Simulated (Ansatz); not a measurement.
One input, then a changed one: Pt (fcc type)

First run: DFT, PBEsol, all-electron LAPW, scalar-relativistic (Ansatz 0.2.0).

Command: `ansatz run input.yaml --threads 1 --pin off --max-ram 2048MiB --backend cpu --events-out ev --progress --plain --runs-dir out` It took 22 s on 1 thread of Arm Neoverse V2, on a shared host, peak memory 0.41 GiB.

```yaml
crystal:
  lattice:
    - [0.0, 1.6889388964, 1.6889388964]
    - [1.6889388964, 0.0, 1.6889388964]
    - [1.6889388964, 1.6889388964, 0.0]
  atoms:
    - { symbol: Pt, position: [0.0, 0.0, 0.0] }
kpoints:
  mp_grid: { grid: [17, 17, 17] }
scf:
  occupations: { method: fermi_dirac, width: 0.1 }
hamiltonian:
  xc: pbesol
  pseudopotentials: { kind: all_electron, lapw: { basis_error: 0.001 } }
output:
  forces: true
  stress: true
  eigenvalues: true
  populations: true
```

The base cell comes from a relaxation on PAW files under the same functional, and the cell shown is scaled from it.

This run: volume at 0.64 of the series' base cell.

It converges in 6 SCF iterations at a pressure of 401.1 GPa.

The input is then changed:

```diff
   occupations: { method: fermi_dirac, width: 0.1 }
+  mixing: { algorithm: msr1, beta: 0.9, ndim: 4 }
 hamiltonian:
   pseudopotentials: { kind: all_electron, lapw: { basis_error: 0.001 } }
+  dispersion: d3bjatm
 output:
```

Q: Predict the outcome of the changed run.

A: It converges in 9 SCF iterations at a pressure of 390.3 GPa. More than one line changes, and not each need have an effect.
